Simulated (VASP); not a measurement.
# C62N (a cell with a defect) in VASP: further runs, part 3 of 3

VASP 6.6.1. The steps go on from the part before.

## 3. Hyperfine couplings, HSE06, collinear spin, ferromagnetic start

The input, POSCAR:

```
C62N                                    
1.0
    7.1440000000      0.0000000000      0.0000000000
    0.0000000000      7.1440000000      0.0000000000
    0.0000000000      0.0000000000      7.1440000000
  N               C             
     1    62
Direct
     0.1376137065811621    0.1376136065882549    0.1376136879493818
     0.0060429094837302    0.2497973294434070    0.2497973211891816
     0.1252785695677894    0.3765358881948392    0.3765359068444044
     0.2497972680995077    0.0060429102046404    0.2497972810630756
     0.3765359090942367    0.1252785264920153    0.3765359045500346
     0.2497973064411025    0.2497973250391778    0.0060429233472509
     0.3765359114912967    0.3765358905390421    0.1252785658801498
     0.9998847996509994    0.9998848309184192    0.4999747339842280
     0.1242797364461172    0.1242796873218250    0.6261383981993410
     0.9983658102992738    0.2474719938043305    0.7519808255390238
     0.1235709929432392    0.3727931899507909    0.8773644419765325
     0.2474719780769276    0.9983658205476665    0.7519808152261238
     0.3727932174513676    0.1235709413900191    0.8773644119963870
     0.2500131913326075    0.2500131609274044    0.5013939752658116
     0.3746622124202891    0.3746621628530440    0.6258354538785438
     0.9998848210204391    0.4999747031973271    0.9998848302500670
     0.1242797417629432    0.6261384060770909    0.1242797260820657
     0.9983657677155553    0.7519808009995813    0.2474719444623242
     0.1235709509197767    0.8773644148065429    0.3727931921673293
     0.2500131750450627    0.5013939513812096    0.2500131672117932
     0.3746621698746445    0.6258354265721956    0.3746621657374305
     0.2474719407422961    0.7519807910322117    0.9983657690540955
     0.3727932016019896    0.8773644100922005    0.1235709374958929
     0.9999781863094296    0.4999016021088605    0.4999016009305745
     0.1239472035589563    0.6235861315618204    0.6235861426222663
     0.0012650994641400    0.7503495497527547    0.7503495437311910
     0.1328261699699972    0.8642605296341933    0.8642604723163628
     0.2495921848957798    0.4989235208155574    0.7509342639178953
     0.3754975146842102    0.6240872592535694    0.8754067050567972
     0.2495921631513343    0.7509342700134776    0.4989235069900659
     0.3754974795756501    0.8754067206562699    0.6240872472134742
     0.4999747372631798    0.9998848248656746    0.9998848080315005
     0.6261383807383125    0.1242796811688884    0.1242797191025197
     0.5013939819548052    0.2500131709465359    0.2500131966633026
     0.6258354398151913    0.3746621600185779    0.3746622045587191
     0.7519808111830637    0.9983658276365840    0.2474719834803774
     0.8773644127009723    0.1235709430064885    0.3727932069045791
     0.7519808248352837    0.2474719954494431    0.9983658071244526
     0.8773644328897741    0.3727931879478342    0.1235709878050952
     0.4999015910221574    0.9999781504979314    0.4999015904353205
     0.6235861546459985    0.1239472142579939    0.6235861588596935
     0.4989235287314053    0.2495921860604477    0.7509342764969074
     0.6240873018193742    0.3754975324118214    0.8754067463552344
     0.7503495507928155    0.0012651053013866    0.7503495435201862
     0.8642604953531500    0.1328262152248079    0.8642605091441276
     0.7509342780746708    0.2495921888667308    0.4989235280330331
     0.8754067360680522    0.3754975281199865    0.6240873015823036
     0.4999016009125431    0.4999016038909649    0.9999781738676616
     0.6235861457259247    0.6235861317281253    0.1239472149871060
     0.4989234976968301    0.7509342719938658    0.2495921640864349
     0.6240872484776089    0.8754067239658055    0.3754974855943373
     0.7509342715635327    0.4989235132223155    0.2495921919700883
     0.8754066996653339    0.6240872611372590    0.3754975144975073
     0.7503495476026106    0.7503495543623360    0.0012651094352950
     0.8642604769109997    0.8642605284246193    0.1328261787115371
     0.5000739184602736    0.5000739317332697    0.5000739228180157
     0.6250497243043610    0.6250497533920865    0.6250497292357793
     0.5000887426880788    0.7501054194649720    0.7501054000302567
     0.6254012423275196    0.8751810750594521    0.8751810060474977
     0.7501054704989311    0.5000887650494245    0.7501054612890379
     0.8751810511644019    0.6254013187453683    0.8751810431233500
     0.7501054139076035    0.7501054197612005    0.5000887372925690
     0.8751810005333894    0.8751810641180637    0.6254012367870793
```

The input, INCAR.step1:

```
SYSTEM = C62N
ALGO     = Normal         ! electronic algorithm
EDIFF    = 1E-5           ! SCF threshold, eV
ENCUT    = 420            ! plane-wave cutoff, eV
GGA      = PE             ! functional
ISIF     = 2              ! what is computed and relaxed
ISMEAR   = 0              ! smearing method
ISPIN    = 2              ! spin polarisation
ISYM     = 0            
LASPH    = .True.         ! aspherical terms in the spheres
LCHARG   = .False.        ! write CHGCAR
LDMATRIX = .True.       
LEFG     = .True.       
LORBIT   = 11             ! projections on sites
LREAL    = .False.        ! projectors in reciprocal space
LWAVE    = .True.         ! write WAVECAR
MAGMOM   = 0 0 0 0 0 0 0 0 0 0 0 0 0 0 0 0 0 0 0 0 0 0 0 0 0 0 0.66 0 0 0 0 0 0 0 0 0 0 0 0 0 0 0 0 0 0.66 0 0 0 0 0 0 0 0 0 0.66 0 0 0 0 0 0 0 0 ! initial moments
NCORE    = 4            
NELECT   = 254          
NELM     = 100            ! most SCF steps
NGYROMAG = 3.0777 10.7084
NUPDOWN  = 2              ! fixed moment
PREC     = Accurate       ! precision mode
QUAD_EFG = 20.44 0      
SIGMA    = 0.01           ! smearing width, eV
```

The input, INCAR.step2:

```
SYSTEM = C62N
ALGO     = Normal         ! electronic algorithm
EDIFF    = 1E-6           ! SCF threshold, eV
ENCUT    = 420            ! plane-wave cutoff, eV
GGA      = PE             ! functional
HFSCREEN = 0.2            ! screening, 1/A
ISIF     = 2              ! what is computed and relaxed
ISMEAR   = 0              ! smearing method
ISPIN    = 2              ! spin polarisation
ISTART   = 1            
ISYM     = 0            
LASPH    = .True.         ! aspherical terms in the spheres
LCHARG   = .False.        ! write CHGCAR
LDMATRIX = .True.       
LEFG     = .True.       
LHFCALC  = .True.         ! exact exchange
LHYPERFINE= .True.       
LORBIT   = 11             ! projections on sites
LREAL    = .False.        ! projectors in reciprocal space
LWAVE    = .False.        ! write WAVECAR
MAGMOM   = 0 0 0 0 0 0 0 0 0 0 0 0 0 0 0 0 0 0 0 0 0 0 0 0 0 0 0.66 0 0 0 0 0 0 0 0 0 0 0 0 0 0 0 0 0 0.66 0 0 0 0 0 0 0 0 0 0.66 0 0 0 0 0 0 0 0 ! initial moments
NCORE    = 4            
NELECT   = 254          
NELM     = 100            ! most SCF steps
NGYROMAG = 3.0777 10.7084
NUPDOWN  = 2              ! fixed moment
PREC     = Accurate       ! precision mode
PRECFOCK = Fast         
QUAD_EFG = 20.44 0      
SIGMA    = 0.01           ! smearing width, eV
```

The input, KPOINTS:

```
k-points
0
Gamma
  1 1 1
  0 0 0
```

Potentials or basis: VASP PAW PBE potentials, release 64 (N, C).

On the command line:

```
> cat potpaw_PBE.64/N/POTCAR potpaw_PBE.64/C/POTCAR > POTCAR
> cp INCAR.step1 INCAR
> mpirun -np 8 vasp_std > vasp.out
> cp INCAR.step2 INCAR
> mpirun -np 8 vasp_std > vasp.out
```

OUTCAR:

```text
SYSTEM = C62N
   EDIFF = 1E-6
   ENCUT = 420
   GGA = PE
   HFSCREEN = 0.2
   ISIF = 2
   ISMEAR = 0
   ISPIN = 2
   ISTART = 1
   ISYM = 0
   LASPH = .True.
   LHFCALC = .True.
   LORBIT = 11
   LREAL = .False.
   NELECT = 254
   NELM = 100
   NUPDOWN = 2
   PREC = Accurate
   PRECFOCK = Fast

 ion  position               nearest neighbor table
   1  0.138  0.138  0.138-   4 1.47   6 1.47   2 1.47
   2  0.006  0.250  0.250-   1 1.47   3 1.54  39 1.56  37 1.56
   3  0.125  0.377  0.377-  24 1.53   2 1.54  20 1.55  14 1.55
   4  0.250  0.006  0.250-   1 1.47   5 1.54  19 1.56  23 1.56
   5  0.377  0.125  0.377-  40 1.53   4 1.54  14 1.55  34 1.55
   6  0.250  0.250  0.006-   1 1.47   7 1.54  11 1.56  13 1.56
   7  0.377  0.377  0.125-  48 1.53   6 1.54  20 1.55  34 1.55
[... 42 lines left out ...]
  50  0.499  0.751  0.250-  21 1.54  51 1.55  49 1.56  23 1.56
  51  0.624  0.875  0.375-  40 1.54  50 1.55  62 1.55  36 1.56
  52  0.751  0.499  0.250-  35 1.54  53 1.55  49 1.56  39 1.56
  53  0.875  0.624  0.375-  24 1.54  52 1.55  62 1.55  18 1.56
  54  0.750  0.750  0.001-  55 1.49  61 1.55  59 1.55  49 1.55
  55  0.864  0.864  0.133-  54 1.49  36 1.49  18 1.49
  56  0.500  0.500  0.500-  57 1.55  21 1.55  15 1.55  35 1.55
  57  0.625  0.625  0.625-  56 1.55  58 1.55  62 1.55  60 1.55
  58  0.500  0.750  0.750-  57 1.55  59 1.55  29 1.55  31 1.55
  59  0.625  0.875  0.875-  32 1.55  58 1.55  44 1.55  54 1.55
  60  0.750  0.500  0.750-  57 1.55  61 1.55  47 1.55  43 1.55
  61  0.875  0.625  0.875-  16 1.55  60 1.55  26 1.55  54 1.55
  62  0.750  0.750  0.500-  57 1.55  63 1.55  53 1.55  51 1.55
  63  0.875  0.875  0.625-   8 1.55  62 1.55  44 1.55  26 1.55

IMPORTANT INFORMATION: All symmetrisations will be switched off!
NOSYMM: (Re-)initialisation of all symmetry stuff for point group C_1.

----------------------------------------------------------------------------------------

                                     Primitive cell

  volume of cell :     364.6064

  direct lattice vectors                    reciprocal lattice vectors
     7.144000000  0.000000000  0.000000000     0.139977604  0.000000000  0.000000000
     0.000000000  7.144000000  0.000000000     0.000000000  0.139977604  0.000000000
     0.000000000  0.000000000  7.144000000     0.000000000  0.000000000  0.139977604

[... 764 lines left out ...]
  62       0.705     0.660    -1.365       0.033
  63      -1.396    -0.795     2.191       0.275
----------------------------------------------------------------------

           NMR quadrupolar parameters

 Cq : quadrupolar parameter    Cq=e*Q*V_zz/h
 eta: asymmetry parameters     (V_yy - V_xx)/ V_zz
 Q  : nuclear electric quadrupole moment in mb (millibarn)
----------------------------------------------------------------------
 ion       Cq(MHz)       eta       Q (mb)
----------------------------------------------------------------------
   1      -7.441       0.000      20.440
   2       0.000       0.026       0.000
   3       0.000       0.737       0.000
   4       0.000       0.026       0.000
   5       0.000       0.737       0.000
   6       0.000       0.026       0.000
[... 55 lines left out ...]
  62       0.000       0.033       0.000
  63       0.000       0.275       0.000
----------------------------------------------------------------------

 Fermi contact (isotropic) hyperfine coupling parameter (MHz)
 -------------------------------------------------------------
  ion      A_pw      A_1PS     A_1AE     A_1c      A_tot
 -------------------------------------------------------------
   1       0.061     0.059    -3.242    -0.291    -3.239
   2      -0.018    -0.018    -0.796    -0.006    -0.795
   3       0.210     0.210     0.440    -0.416     0.439
   4      -0.018    -0.018    -0.796    -0.006    -0.795
   5       0.210     0.210     0.440    -0.416     0.440
   6      -0.018    -0.018    -0.796    -0.006    -0.795
[... 55 lines left out ...]
  62      -0.165    -0.168    -3.118     0.175    -3.115
  63       0.647     0.652     4.941    -1.078     4.937
 -------------------------------------------------------------

 Dipolar hyperfine coupling parameters (MHz)
 ---------------------------------------------------------------------
  ion      A_xx      A_yy      A_zz      A_xy      A_xz      A_yz
 ---------------------------------------------------------------------
   1      -0.000     0.000    -0.000    -0.011    -0.011    -0.011
   2      -0.613     0.307     0.307     0.069     0.069     0.640
   3      -0.022     0.011     0.011    -0.342    -0.342     0.285
   4       0.307    -0.613     0.307     0.069     0.640     0.069
   5       0.011    -0.022     0.011    -0.342     0.285    -0.342
   6       0.307     0.307    -0.613     0.640     0.069     0.069
[... 55 lines left out ...]
  62      -0.229    -0.229     0.457     0.086    -0.068    -0.068
  63      -0.243    -0.243     0.486    -1.073     0.651     0.651
 ---------------------------------------------------------------------

 Total hyperfine coupling parameters after diagonalization (MHz)
 (convention: |A_zz| > |A_xx| > |A_yy|)
 ----------------------------------------------------------------------
  ion      A_xx      A_yy      A_zz     asymmetry (A_yy - A_xx)/ A_zz
 ----------------------------------------------------------------------
   1      -3.228    -3.228    -3.262      -0.000
   2      -1.128     0.157    -1.415      -0.908
   3       0.165     0.068     1.086      -0.090
   4      -1.128     0.157    -1.415      -0.908
   5       0.165     0.068     1.086      -0.090
   6      -1.128     0.157    -1.415      -0.908
[... 55 lines left out ...]
  62      -3.273    -2.643    -3.430      -0.184
  63       5.767     3.234     5.810      -0.436
 ---------------------------------------------------------------------

 Spin-spin contribution to zero-field splitting tensor (MHz)
 ---------------------------------------------------------------
      D_xx      D_yy      D_zz      D_xy      D_xz      D_yz
 ---------------------------------------------------------------
     -0.000    -0.001     0.002  1115.013  1115.010  1115.011
 ---------------------------------------------------------------

 after diagonalization
 ---------------------------------------------
     D_diag          eigenvector (x,y,z)
 ---------------------------------------------
  -1115.009      -0.553    -0.244     0.797
  -1115.014       0.601    -0.779     0.178
   2230.022       0.577     0.577     0.577
---------------------------------------------

 total charge

# of ion       s       p       d       tot
------------------------------------------
    1        1.215   2.687   0.000   3.902
    2        0.826   1.716   0.000   2.542
    3        0.836   1.764   0.000   2.600
    4        0.826   1.716   0.000   2.542
    5        0.836   1.764   0.000   2.600
    6        0.826   1.716   0.000   2.542
[... 55 lines left out ...]
   62        0.831   1.751   0.000   2.582
   63        0.831   1.750   0.000   2.580
--------------------------------------------------
tot         52.805 111.246   0.000 164.050

 magnetization (x)

# of ion       s       p       d       tot
------------------------------------------
    1       -0.002   0.005   0.000   0.003
    2       -0.000  -0.000   0.000  -0.000
    3        0.000   0.003   0.000   0.004
    4       -0.000  -0.000   0.000  -0.000
    5        0.000   0.003   0.000   0.004
    6       -0.000  -0.000   0.000  -0.000
[... 55 lines left out ...]
   62       -0.001  -0.002   0.000  -0.003
   63        0.001   0.010   0.000   0.011
--------------------------------------------------
tot          0.138   1.163   0.000   1.301
```

It took 5.1 min on 8 MPI ranks of Intel Xeon Platinum 8488C (Sapphire Rapids), shared host; peak memory 0.25 GiB.

What came out:

```yaml
Free_energy: -643.8719 eV
Largest_force: 0.220 eV/Å
Net_moment: 2.00 μB per cell
Site_moments: N +0.00; C -0.00, +0.00, +0.01, -0.01, +0.02, -0.02, +0.35, +0.03 μB
Valence_electrons_inside_the_program's_atomic_spheres: N 3.90; C 2.54, 2.60, 2.59, 2.58, 2.61, 2.57
```

Forces on the atoms (eV/Å):
```
N    0.127  0.127  0.127
C    0.046 -0.010 -0.010
C    0.003 -0.017 -0.017
C   -0.010  0.046 -0.010
C   -0.017  0.003 -0.017
C   -0.010 -0.010  0.046
C   -0.017 -0.017  0.003
C    0.002  0.002 -0.011
C   -0.009 -0.009  0.029
C    0.026  0.090 -0.109
C    0.011 -0.004  0.008
C    0.090  0.026 -0.109
C   -0.004  0.011  0.008
C    0.003  0.003 -0.016
C    0.002  0.002  0.009
C    0.002 -0.011  0.002
C   -0.009  0.029 -0.009
C    0.026 -0.109  0.090
C    0.011  0.008 -0.004
C    0.003 -0.016  0.003
C    0.002  0.009  0.002
C    0.090 -0.109  0.026
C   -0.004  0.008  0.011
C   -0.016 -0.009 -0.009
C   -0.011  0.033  0.033
C   -0.029 -0.113 -0.113
C   -0.048  0.021  0.021
C   -0.003 -0.004 -0.013
C   -0.016  0.032  0.025
C   -0.003 -0.013 -0.004
C   -0.016  0.025  0.032
C   -0.011  0.002  0.002
C    0.029 -0.009 -0.009
C   -0.016  0.003  0.003
C    0.009  0.002  0.002
C   -0.109  0.026  0.090
C    0.008  0.011 -0.004
C   -0.109  0.090  0.026
C    0.008 -0.004  0.011
C   -0.009 -0.016 -0.009
C    0.033 -0.011  0.033
C   -0.004 -0.003 -0.013
C    0.032 -0.016  0.025
C   -0.113 -0.029 -0.113
C    0.021 -0.048  0.021
C   -0.013 -0.003 -0.004
C    0.025 -0.016  0.032
C   -0.009 -0.009 -0.016
C    0.033  0.033 -0.011
C   -0.004 -0.013 -0.003
C    0.032  0.025 -0.016
C   -0.013 -0.004 -0.003
C    0.025  0.032 -0.016
C   -0.113 -0.113 -0.029
C    0.021  0.021 -0.048
C   -0.005 -0.005 -0.005
C    0.010  0.010  0.010
C   -0.003 -0.013 -0.013
C    0.033  0.005  0.005
C   -0.013 -0.003 -0.013
C    0.005  0.033  0.005
C   -0.013 -0.013 -0.003
C    0.005  0.005  0.033
```

Electric field gradients, principal values (V/Å²):
```csv
atom,Vxx,Vyy,Vzz
1 N,75.275,75.275,-150.550
2 C,-8.653,-9.107,17.761
3 C,0.470,3.110,-3.580
4 C,-8.653,-9.107,17.760
5 C,0.470,3.110,-3.580
6 C,-8.653,-9.107,17.760
7 C,0.470,3.110,-3.580
8 C,0.051,0.611,-0.662
9 C,-1.135,-1.722,2.857
10 C,2.763,7.543,-10.306
11 C,-0.029,-3.403,3.432
12 C,2.763,7.543,-10.306
13 C,-0.029,-3.403,3.432
14 C,0.024,0.998,-1.022
15 C,-0.764,-0.951,1.715
16 C,0.051,0.611,-0.662
17 C,-1.135,-1.722,2.857
18 C,2.763,7.543,-10.306
19 C,-0.029,-3.403,3.432
20 C,0.024,0.998,-1.022
21 C,-0.764,-0.951,1.715
22 C,2.763,7.543,-10.306
23 C,-0.029,-3.403,3.432
24 C,0.324,1.467,-1.791
25 C,-0.100,-3.896,3.996
26 C,3.600,7.336,-10.936
27 C,8.265,10.342,-18.608
28 C,-0.444,-1.230,1.675
29 C,1.373,1.500,-2.873
30 C,-0.444,-1.230,1.675
31 C,1.373,1.500,-2.873
32 C,0.051,0.611,-0.662
33 C,-1.135,-1.722,2.857
34 C,0.024,0.998,-1.022
35 C,-0.764,-0.951,1.715
36 C,2.763,7.543,-10.306
37 C,-0.029,-3.403,3.432
38 C,2.763,7.543,-10.306
39 C,-0.029,-3.403,3.432
40 C,0.324,1.467,-1.791
41 C,-0.100,-3.896,3.996
42 C,-0.444,-1.230,1.675
43 C,1.373,1.500,-2.873
44 C,3.600,7.336,-10.936
45 C,8.265,10.342,-18.608
46 C,-0.444,-1.230,1.675
47 C,1.373,1.500,-2.873
48 C,0.324,1.467,-1.791
49 C,-0.100,-3.896,3.996
50 C,-0.444,-1.230,1.675
51 C,1.373,1.500,-2.873
52 C,-0.444,-1.230,1.675
53 C,1.373,1.500,-2.873
54 C,3.600,7.336,-10.936
55 C,8.265,10.342,-18.607
56 C,0.583,0.583,-1.165
57 C,-0.489,-0.489,0.979
58 C,0.660,0.705,-1.365
59 C,-0.795,-1.396,2.191
60 C,0.660,0.705,-1.365
61 C,-0.795,-1.396,2.191
62 C,0.660,0.705,-1.365
63 C,-0.795,-1.396,2.191
```

Hyperfine coupling, principal values (MHz):
```
atom               values
 1 N     -3.2, -3.2, -3.3
 2 C      -1.1, 0.2, -1.4
 3 C        0.2, 0.1, 1.1
 4 C      -1.1, 0.2, -1.4
 5 C        0.2, 0.1, 1.1
 6 C      -1.1, 0.2, -1.4
 7 C        0.2, 0.1, 1.1
 8 C     -2.9, -1.3, -3.0
 9 C        1.5, 0.5, 2.3
10 C   -11.8, -8.3, -12.0
11 C        2.7, 2.4, 4.4
12 C   -11.8, -8.3, -12.0
13 C        2.7, 2.4, 4.4
14 C     -1.0, -0.8, -1.1
15 C        1.1, 0.9, 1.3
16 C     -2.9, -1.3, -3.0
17 C        1.5, 0.5, 2.3
18 C   -11.8, -8.3, -12.0
19 C        2.7, 2.4, 4.4
20 C     -1.0, -0.8, -1.1
21 C        1.1, 0.9, 1.3
22 C   -11.8, -8.3, -12.0
23 C        2.7, 2.4, 4.4
24 C      -1.6, 0.4, -3.3
25 C     15.9, 15.7, 21.3
26 C  -13.0, -11.0, -13.1
27 C  120.0, 119.2, 204.7
28 C     -1.8, -1.2, -2.1
29 C     15.4, 14.9, 21.5
30 C     -1.8, -1.2, -2.0
31 C     15.4, 14.9, 21.5
32 C     -2.9, -1.3, -3.0
33 C        1.5, 0.5, 2.3
34 C     -1.0, -0.8, -1.1
35 C        1.1, 0.9, 1.3
36 C   -11.8, -8.3, -12.0
37 C        2.7, 2.4, 4.4
38 C   -11.8, -8.3, -12.0
39 C        2.7, 2.4, 4.4
40 C      -1.6, 0.4, -3.3
41 C     15.9, 15.7, 21.3
42 C     -1.8, -1.2, -2.1
43 C     15.4, 14.9, 21.5
44 C  -13.0, -11.0, -13.1
45 C  120.0, 119.2, 204.7
46 C     -1.8, -1.2, -2.0
47 C     15.4, 14.9, 21.5
48 C      -1.6, 0.4, -3.3
49 C     15.9, 15.7, 21.3
50 C     -1.8, -1.2, -2.0
51 C     15.4, 14.9, 21.5
52 C     -1.8, -1.2, -2.0
53 C     15.4, 14.9, 21.5
54 C  -13.0, -11.0, -13.1
55 C  120.0, 119.2, 204.7
56 C     -0.1, -0.1, -0.3
57 C     -1.4, -1.4, -1.6
58 C     -3.3, -2.6, -3.4
59 C        5.8, 3.2, 5.8
60 C     -3.3, -2.6, -3.4
61 C        5.8, 3.2, 5.8
62 C     -3.3, -2.6, -3.4
63 C        5.8, 3.2, 5.8
```

Caveat: the cell carries a net charge on a neutralising background, which shifts energy and pressure; the PAW data sets were made with another functional, which shifts forces and pressure a little; the total moment is fixed, so each spin has its own Fermi level.
